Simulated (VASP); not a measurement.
Consider the following.

```
CELL_PARAMETERS angstrom
      0.00000     3.00176     3.00176
      3.00176     0.00000     3.00176
      3.00176     3.00176     0.00000
ATOMIC_POSITIONS crystal
  Zn 0.00000 0.00000 0.00000
  Te 0.25000 0.25000 0.25000
```

Computed with LDA (Ceperley-Alder, Perdew-Zunger), VASP's LDA PAW potentials (set 64) (plane waves; VASP). Settings: 520 eV cut-off, 9×9×9 Γ-centred mesh, tetrahedra with Blöchl corrections, potentials Zn Te.

Unless said otherwise, spin-orbit coupling is left out, though it shifts the bands of the heavy elements here.

**Question.** Predict the energy per atom (σ→0), band gap (on the k-mesh) with the smallest direct gap where there is one.

**Answer.** 
* **band gap (on the k-mesh)**: 1.30 eV
* **smallest direct gap (on the k-mesh)**: 1.30 eV
* **energy per atom (σ→0)**: -3.239 eV/atom

The absolute energy has meaning only against runs of the same code, potentials and settings.

The compound is ZnTe in the zinc blende structure. It was relaxed first.
